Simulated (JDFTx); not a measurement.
## Al in JDFTx: convergence with cutoff

Crystal: Al.

```
Al
1.0
     0.00000    2.02481    2.02481
     2.02481    0.00000    2.02481
     2.02481    2.02481    0.00000
Al
1
Direct
  0.00000 0.00000 0.00000
```

* Program: JDFTx 1.7.0 (patched build)
* Task: convergence study
* Functional: PBE
* Potentials or basis: PseudoDojo-SR-PBE-0.5-stringent
* Cutoff: 218 eV
* Density cutoff: 871 eV
* k mesh: 11 × 11 × 11
* Occupations: fermi-dirac, width 0.05 eV
* Spin: no spin polarisation

These are the settings of the first run; the series varies cutoff, with any setting tied to it.

Hardware: 1 thread of Intel(R) Xeon(R) Platinum 8488C (Sapphire Rapids), with other jobs on the host.

| cutoff | energy less the tightest run, at zero smearing (meV/atom) | pressure (GPa) | SCF cycles | CPU time (s) | peak memory (GiB) |
| --- | --- | --- | --- | --- | --- |
| 217.691 eV | 81.42 | -0.30 | 9 | 1.4 | 0.05 |
| 272.114 eV | 49.89 | -1.03 | 9 | 1.6 | 0.05 |
| 326.537 eV | 24.64 | -1.26 | 10 | 2.4 | 0.05 |
| 380.959 eV | 12.23 | -1.14 | 10 | 2.6 | 0.05 |
| 435.382 eV | 3.29 | -0.84 | 10 | 2.9 | 0.05 |
| 489.805 eV | 0.68 | -0.70 | 11 | 5.6 | 0.05 |
| 544.228 eV | 0.23 | -0.66 | 10 | 5.7 | 0.05 |
| 625.862 eV | 0.13 | -0.66 | 11 | 6.5 | 0.05 |
| 734.707 eV | 0.00 | -0.66 | 11 | 9.4 | 0.05 |

Against the tightest run, the energy stays within 1 meV/atom from 489.805 eV on; the pressure stays within 0.1 GPa from 489.805 eV on. The tightest run that finished is the yardstick and may itself not be fully converged.
